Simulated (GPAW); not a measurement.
# InAs (F-43m) in GPAW: relaxation of cell and atoms with PBE

Aim: the relaxation of cell and atoms of InAs with PBE.

Everything below comes from runs of GPAW 26.7.0. Logs are shortened: lines on timing, memory, paths and dates and some standing lists are left out, and cuts for length are marked. The log counts tension as positive stress, the text compression.

## Step 1: Starting point

The structure is cubic, space group F-43m (No. 216). The conventional cell has a = 6.036 Å, b = 6.036 Å, c = 6.036 Å, α = 90.00°, β = 90.00°, γ = 90.00°. In (site symmetry -43m) is surrounded by 4 As at 2.61 Å. Around As (site symmetry -43m) lie 4 In at 2.61 Å.

## Step 2: Relaxation of cell and atoms, PBE

Input file run.py:

```python
from ase.filters import FrechetCellFilter
from ase.io import read, write
from ase.optimize import BFGS
from gpaw import GPAW, PW

atoms = read('InAs.xyz')

calc = GPAW(mode=PW(600),
            xc='PBE',
            kpts={'size': (6, 6, 6), 'gamma': True},
            occupations={'name': 'fermi-dirac', 'width': 0.05},
            nbands=18,
            convergence={'density': 1e-05, 'forces': 0.0001},
            maxiter=150,
            txt='gpaw.txt')
atoms.calc = calc
opt = BFGS(FrechetCellFilter(atoms), trajectory='relax.traj', logfile='-')
done = opt.run(fmax=0.02, steps=60)
calc.write('gs.gpw')
write('result.traj', atoms)
print('Converged:', done)
print('Cell:', atoms.cell.cellpar().round(4))
print('Volume:', round(atoms.get_volume(), 4))
print(atoms.get_scaled_positions().round(5))
```

Input file InAs.xyz:

```xyz
2
Lattice="0.0000000000 3.0180000000 3.0180000000 3.0180000000 0.0000000000 3.0180000000 3.0180000000 3.0180000000 0.0000000000" Properties=species:S:1:pos:R:3 pbc="T T T"
In     0.0000000000      0.0000000000      0.0000000000
As     4.5270000000      4.5270000000      4.5270000000
```

Potentials or basis: GPAW PAW data sets (gpaw-data 1.2.1), pw.

The run is started by

```bash
$ OMP_NUM_THREADS=1 python run.py
```

gpaw.txt:

```text
__  _  _
 | _ |_)|_||  |
 |__||  | ||/\| - 26.7.0

Input parameters:
  mode=PW(ecut=600.0),
  convergence={'density': 1e-05, 'forces': 0.0001},
  kpts=MonkhorstPack(size=(6, 6, 6), gamma=True),
  maxiter=150,
  nbands=18,
  occupations=Occupations(name='fermi-dirac', width=0.05),
  xc=XC(name='PBE')

Diagonalizing LCAO Hamiltonian
Converting LCAO to pw mode

                     As

       In

Atoms  # Å, Bohr magnetons
|   | symbol |        x |        y |        z |    initial magnetic moments |
|---|--------|----------|----------|----------|-----------------------------|
| 0 |     In | 0.000000 | 0.000000 | 0.000000 | ( 0.0000,  0.0000,  0.0000) |
| 1 |     As | 4.527000 | 4.527000 | 4.527000 | ( 0.0000,  0.0000,  0.0000) |

Unit cell  # Å
| periodic |        x |        y |        z |  lengths |    angles |
|----------|----------|----------|----------|----------|-----------|
|      yes | 0.000000 | 3.018000 | 3.018000 | 4.268097 | 60.000000 |
|      yes | 3.018000 | 0.000000 | 3.018000 | 4.268097 | 60.000000 |
|      yes | 3.018000 | 3.018000 | 0.000000 | 4.268097 | 60.000000 |

Number of symmetries: 24
Symmetry operations  # r_c * U_cc + t_c -> r_c
|    | kind |            matrix            |
|----|------|------------------------------|
|  0 |  E   |  1, 0, 0,  0, 1, 0,  0, 0, 1 |
|  1 |  σ   |  1, 0, 0,  0, 0, 1,  0, 1, 0 |
|  2 |  σ   |  1, 0,-1,  0, 1,-1,  0, 0,-1 |
|  3 |  C3  |  1, 0,-1,  0, 0,-1,  0, 1,-1 |
|  4 |  C3  |  1,-1, 0,  0,-1, 1,  0,-1, 0 |
|  5 |  σ   |  1,-1, 0,  0,-1, 0,  0,-1, 1 |
|  6 |  σ   |  0, 1, 0,  1, 0, 0,  0, 0, 1 |
|  7 |  C3  |  0, 1, 0,  0, 0, 1,  1, 0, 0 |
|  8 |  C2  |  0, 1,-1,  1, 0,-1,  0, 0,-1 |
[... 206 lines left out ...]
Stress tensor  # eV/Ang^3
|         x |         y |         z |
|-----------|-----------|-----------|
| -0.025653 | -0.000000 |  0.000000 |
| -0.000000 | -0.025653 |  0.000000 |
|  0.000000 |  0.000000 | -0.025653 |

Forces  # eV/Ang
|        x |        y |        z |
|----------|----------|----------|
|  0.00000 | -0.00000 |  0.00000 |  # In   0
| -0.00000 | -0.00000 | -0.00000 |  # As   1

Interpolating wave functions to new cell

                     As

       In

Atoms  # Å, Bohr magnetons
|   | symbol |         x |         y |        z |    initial magnetic moments |
|---|--------|-----------|-----------|----------|-----------------------------|
| 0 |     In | -0.000000 | -0.000000 | 0.000000 | ( 0.0000,  0.0000,  0.0000) |
| 1 |     As |  4.549859 |  4.549859 | 4.549859 | ( 0.0000,  0.0000,  0.0000) |

Unit cell  # Å
| periodic |         x |        y |         z |  lengths |    angles |
|----------|-----------|----------|-----------|----------|-----------|
|      yes | -0.000000 | 3.033240 |  3.033240 | 4.289649 | 60.000000 |
|      yes |  3.033240 | 0.000000 |  3.033240 | 4.289649 | 60.000000 |
|      yes |  3.033240 | 3.033240 | -0.000000 | 4.289649 | 60.000000 |

Number of symmetries: 24
Symmetry operations  # r_c * U_cc + t_c -> r_c
|    | kind |            matrix            |
|----|------|------------------------------|
|  0 |  E   |  1, 0, 0,  0, 1, 0,  0, 0, 1 |
|  1 |  σ   |  1, 0, 0,  0, 0, 1,  0, 1, 0 |
|  2 |  σ   |  1, 0,-1,  0, 1,-1,  0, 0,-1 |
|  3 |  C3  |  1, 0,-1,  0, 0,-1,  0, 1,-1 |
|  4 |  C3  |  1,-1, 0,  0,-1, 1,  0,-1, 0 |
|  5 |  σ   |  1,-1, 0,  0,-1, 0,  0,-1, 1 |
|  6 |  σ   |  0, 1, 0,  1, 0, 0,  0, 0, 1 |
|  7 |  C3  |  0, 1, 0,  0, 0, 1,  1, 0, 0 |
|  8 |  C2  |  0, 1,-1,  1, 0,-1,  0, 0,-1 |
[... 205 lines left out ...]
Stress tensor  # eV/Ang^3
|         x |         y |         z |
|-----------|-----------|-----------|
| -0.019444 |  0.000000 |  0.000000 |
|  0.000000 | -0.019444 | -0.000000 |
|  0.000000 | -0.000000 | -0.019444 |

Forces  # eV/Ang
|        x |       y |       z |
|----------|---------|---------|
| -0.00000 | 0.00000 | 0.00000 |  # In   0
| -0.00000 | 0.00000 | 0.00000 |  # As   1

Interpolating wave functions to new cell

                     As

       In

Atoms  # Å, Bohr magnetons
|   | symbol |         x |         y |        z |    initial magnetic moments |
|---|--------|-----------|-----------|----------|-----------------------------|
| 0 |     In | -0.000000 | -0.000000 | 0.000000 | ( 0.0000,  0.0000,  0.0000) |
| 1 |     As |  4.627026 |  4.627026 | 4.627026 | ( 0.0000,  0.0000,  0.0000) |

Unit cell  # Å
| periodic |         x |         y |        z |  lengths |    angles |
|----------|-----------|-----------|----------|----------|-----------|
|      yes | -0.000000 |  3.084684 | 3.084684 | 4.362402 | 60.000000 |
|      yes |  3.084684 | -0.000000 | 3.084684 | 4.362402 | 60.000000 |
|      yes |  3.084684 |  3.084684 | 0.000000 | 4.362402 | 60.000000 |

Number of symmetries: 24
Symmetry operations  # r_c * U_cc + t_c -> r_c
|    | kind |            matrix            |
|----|------|------------------------------|
|  0 |  E   |  1, 0, 0,  0, 1, 0,  0, 0, 1 |
|  1 |  σ   |  1, 0, 0,  0, 0, 1,  0, 1, 0 |
|  2 |  σ   |  1, 0,-1,  0, 1,-1,  0, 0,-1 |
|  3 |  C3  |  1, 0,-1,  0, 0,-1,  0, 1,-1 |
|  4 |  C3  |  1,-1, 0,  0,-1, 1,  0,-1, 0 |
|  5 |  σ   |  1,-1, 0,  0,-1, 0,  0,-1, 1 |
|  6 |  σ   |  0, 1, 0,  1, 0, 0,  0, 0, 1 |
|  7 |  C3  |  0, 1, 0,  0, 0, 1,  1, 0, 0 |
|  8 |  C2  |  0, 1,-1,  1, 0,-1,  0, 0,-1 |
[... 206 lines left out ...]
Stress tensor  # eV/Ang^3
|         x |         y |         z |
|-----------|-----------|-----------|
| -0.001523 | -0.000000 | -0.000000 |
| -0.000000 | -0.001523 |  0.000000 |
| -0.000000 |  0.000000 | -0.001523 |

Forces  # eV/Ang
|       x |        y |        z |
|---------|----------|----------|
| 0.00000 |  0.00000 | -0.00000 |  # In   0
| 0.00000 | -0.00000 | -0.00000 |  # As   1

Interpolating wave functions to new cell

                     As

       In

Atoms  # Å, Bohr magnetons
|   | symbol |        x |         y |        z |    initial magnetic moments |
|---|--------|----------|-----------|----------|-----------------------------|
| 0 |     In | 0.000000 | -0.000000 | 0.000000 | ( 0.0000,  0.0000,  0.0000) |
| 1 |     As | 4.634017 |  4.634017 | 4.634017 | ( 0.0000,  0.0000,  0.0000) |

Unit cell  # Å
| periodic |        x |         y |        z |  lengths |    angles |
|----------|----------|-----------|----------|----------|-----------|
|      yes | 0.000000 |  3.089345 | 3.089345 | 4.368994 | 60.000000 |
|      yes | 3.089345 | -0.000000 | 3.089345 | 4.368994 | 60.000000 |
|      yes | 3.089345 |  3.089345 | 0.000000 | 4.368994 | 60.000000 |

Number of symmetries: 24
Symmetry operations  # r_c * U_cc + t_c -> r_c
|    | kind |            matrix            |
|----|------|------------------------------|
|  0 |  E   |  1, 0, 0,  0, 1, 0,  0, 0, 1 |
|  1 |  σ   |  1, 0, 0,  0, 0, 1,  0, 1, 0 |
|  2 |  σ   |  1, 0,-1,  0, 1,-1,  0, 0,-1 |
|  3 |  C3  |  1, 0,-1,  0, 0,-1,  0, 1,-1 |
|  4 |  C3  |  1,-1, 0,  0,-1, 1,  0,-1, 0 |
|  5 |  σ   |  1,-1, 0,  0,-1, 0,  0,-1, 1 |
|  6 |  σ   |  0, 1, 0,  1, 0, 0,  0, 0, 1 |
|  7 |  C3  |  0, 1, 0,  0, 0, 1,  1, 0, 0 |
|  8 |  C2  |  0, 1,-1,  1, 0,-1,  0, 0,-1 |
[... 204 lines left out ...]
Stress tensor  # eV/Ang^3
|         x |         y |         z |
|-----------|-----------|-----------|
| -0.000111 |  0.000000 | -0.000000 |
|  0.000000 | -0.000111 |  0.000000 |
| -0.000000 |  0.000000 | -0.000111 |

Forces  # eV/Ang
|       x |        y |       z |
|---------|----------|---------|
| 0.00000 | -0.00000 | 0.00000 |  # In   0
| 0.00000 |  0.00000 | 0.00000 |  # As   1

# Writing to gs.gpw (mode='')
```

Wall time 29 s (1 thread of Arm Neoverse V2, shared host); peak memory 0.2 GiB.

Results:

| Property | Result |
| --- | --- |
| Free energy | -7.9389 eV |
| Relaxed volume | 29.48 Å³/atom |
| Relaxed cell | a = 4.369 Å, b = 4.369 Å, c = 4.369 Å, α = 60.00°, β = 60.00°, γ = 60.00° |
| Space group after relaxing (to 0.05 Å) | F-43m (No. 216) |
| Energy gained by relaxing | 24.5 meV/atom |
| Ionic steps | 4 |
| Pressure after relaxing | 0.0 GPa |
| Band gap on the k mesh | none (metal or under the smearing width) |

The path:
```csv
step,energy change (eV),largest force (eV/Å),pressure (GPa),volume (Å³)
1,0.0000,0.0000,4.11,54.98
2,-0.0190,0.0000,3.12,55.81
3,-0.0486,0.0000,0.24,58.70
4,-0.0489,0.0000,0.02,58.97
```

Final structure:
```xyz
2
Lattice="0.0000 3.0893 3.0893 3.0893 0.0000 3.0893 3.0893 3.0893 0.0000" Properties=species:S:1:pos:R:3 pbc="T T T"
In    0.0000    0.0000    0.0000
As    4.6340    4.6340    4.6340
```

Caveat: later steps reuse the first step's grids. Zero-point motion and thermal expansion aren't in these numbers.
